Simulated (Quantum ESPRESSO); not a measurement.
Crystal: Si.

```xyz
2
Lattice="0.0000 2.7219 2.7219 2.7219 0.0000 2.7219 2.7219 2.7219 0.0000" Properties=species:S:1:pos:R:3 pbc="T T T"
Si    2.7219    2.7219    2.7219
Si    4.0828    4.0828    4.0828
```

```yaml
Program: Quantum ESPRESSO 7.5
Task: phonons
Functional: AM05
Potentials_or_basis: PseudoDojo 0.4.1 SR PBE standard
Cutoff: 490 eV
Density_cutoff: 1959 eV
k_mesh: 8 × 8 × 8, shifted
Occupations: fermi-dirac, width 0.05 eV
Spin: no spin polarisation
Mixing_beta: 0.5
Most_SCF_iterations: 120
SCF_threshold: 4e-10 Ry
```

The first run showed a gap, so the response started from a second, tighter run with fixed occupations.

Task: Where do the zone-centre optical modes lie?

Result: T2g at 509 cm⁻¹ (Raman).

Optical modes at Γ, degenerate ones joined, polar ones without the macroscopic field:
| cm⁻¹ | components | symmetry | active in | IR intensity, summed ((D/Å)²/amu) |
| --- | --- | --- | --- | --- |
| 509 | 3 | T2g | Raman | 0.00 |

Born effective charge tensors (e):
atom 1, Si
```
0.00 0.00 0.00
0.00 0.00 0.00
0.00 0.00 0.00
```
atom 2, Si
```
0.00 0.00 0.00
0.00 0.00 0.00
0.00 0.00 0.00
```

Electronic dielectric tensor:
```
13.25  0.00  0.00
 0.00 13.25  0.00
 0.00  0.00 13.25
```
